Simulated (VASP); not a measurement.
Wanted: the native input for a VASP 6.6.1 run.

```
Task                   : single point
Functional             : PBE
Potentials or basis    : VASP PAW PBE potentials, release 64 (Nb_sv)
Cutoff                 : 520 eV
k mesh                 : 4 × 4 × 4
Occupations            : gaussian, width 0.1 eV
Spin                   : no spin polarisation
Dipole correction      : no
Further INCAR settings : ALGO = Normal; EDIFF = 1e-06; NBANDS = 26
```

The structure of Nb lies in POSCAR:

```
Nb
1.0
    3.8640234500      0.0000000000      0.0000000000
    0.0000000000      3.8640234500      0.0000000000
    0.0000000000      0.0000000000      3.8640234500
Nb
3
Direct
    0.5000000000      0.0000000000      0.0000000000
    0.0000000000      0.5000000000      0.0000000000
    0.0000000000      0.0000000000      0.5000000000
```

The cell was built by a generator and needn't be a form met in nature.

The cell isn't the ideal one: random cell by space group and Wyckoff sites (Pm-3m, No. 221).

One way to write it, as run:

INCAR

```
  ALGO = Normal
  EDIFF = 1E-6
  ENCUT = 520
  GGA = PE
  ISIF = 2
  ISMEAR = 0
  LASPH = True
  LCHARG = False
  LREAL = False
  LWAVE = False
  NBANDS = 26
  NELM = 60
  PREC = Accurate
  SIGMA = 0.1
```

KPOINTS

```
k-points
0
Gamma
  4 4 4
```

Potentials or basis: VASP PAW PBE potentials, release 64 (Nb_sv).

The run is started by

```bash
$ cat potpaw_PBE.64/Nb_sv/POTCAR > POTCAR
$ mpirun -np 1 vasp_std > vasp.out
```

It gave:

The pressure is 13.4 GPa and the band gap on the k mesh is none (metal or under the smearing width).

Caveat: the k mesh is coarse (spacing up to 0.41 Å⁻¹), so the values aren't converged.

Wall time 8 s on 1 thread of AMD EPYC 9R45 96-Core Processor (Zen 5) (shared host), peak memory 0.13 GiB.
